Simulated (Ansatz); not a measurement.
# BeS: energy against volume in PBE, exact exchange and the RPA

Aim: the volume at rest and the bulk modulus of BeS, NiAs type in the random-phase approximation, beside PBE and exact exchange alone. This is a trial cell built on a prototype, not taken from a measured structure, and it needn't be the compound's ground state.

Program: Ansatz 0.2.0. PBE orbitals, norm-conserving pseudopotentials, plane waves. Values at 0 K without nuclear motion; spin polarisation is off, and the phase may be a hypothetical one.

## Step 1: Starting point

The cell was relaxed beforehand with r2SCAN; volume changes: +0 %, -5 %, +5 %, -10 %, +10 %.

Space group P6_3/mmc (No. 194), hexagonal; conventional cell a = 3.300 Å, c = 5.255 Å, 12.39 Å³ an atom. Be has 6 S at 2.31 Å and 2 Be at 2.63 Å; S has 6 Be at 2.31 Å.

The structure in full:

```
Be S
1.0
     3.30024    0.00000    0.00000
    -1.65012    2.85809    0.00000
     0.00000    0.00000    5.25522
Be S
2 2
Direct
  0.00000 0.00000 0.00000
  0.00000 0.00000 0.50000
  0.33333 0.66667 0.25000
  0.66667 0.33333 0.75000
```

## Step 2: The unscaled cell

Contents of input.yaml:

```yaml
crystal:
  lattice:
    - [3.300235957, 0.0, 0.0]
    - [-1.6501179785, 2.8580881773, 0.0]
    - [0.0, 0.0, 5.2552221117]
  atoms:
    - { symbol: Be, position: [0.0, 0.0, 0.0] }
    - { symbol: Be, position: [0.0, 0.0, 0.5] }
    - { symbol: S, position: [0.3333333333, 0.6666666667, 0.25] }
    - { symbol: S, position: [0.6666666667, 0.3333333333, 0.75] }
kpoints:
  mp_grid: { grid: [6, 6, 2] }
hamiltonian:
  xc: pbe
  pseudopotentials: { kind: nc }
scf:
  occupations: { method: fixed }
output:
  rpa_energy:
    ecut_chi_ladder: [206, 231, 256, 284, 312]
    long_wavelength: optical_limit
basis:
  ecutwfc: 1800.0
```

After this run come: Volume -5 %; Volume +5 %; Volume -10 %; Volume +10 %.

**Question.** What will these runs give?

**Answer**, as computed:

Energies in meV/atom from the unscaled cell:

```
volume (Å³/atom)   PBE  exact exchange  EXX+RPA  RPA correlation
          11.153  50.4           110.1     33.1            -77.0
          11.773  11.7            38.4      3.7            -34.7
          12.392   0.0             0.0      0.0              0.0
          13.012   9.5           -11.8     17.1             29.0
          13.632  35.6            -2.4     53.0             55.4
```

| energy | V₀ (Å³/atom) | B₀ (GPa) | B₀′ |
| --- | --- | --- | --- |
| PBE | 12.400 | 109 | 3.9 |
| exact exchange | 13.023 | 115 | 3.7 |
| EXX+RPA | 12.187 | 115 | 2.2 |

Birch–Murnaghan fits.

RPA correlation grows stronger on compression, so it pulls the cell in against exact exchange alone. The log puts the extrapolation error of each correlation energy at up to 18 meV/atom, against 53 meV/atom for the whole EXX+RPA curve; part of it cancels between volumes. EXX+RPA puts the volume -1.7 % from PBE and the bulk modulus +6 %. The 6×6×2 mesh and the pseudopotentials limit these values, and the core-valence term stays semilocal.
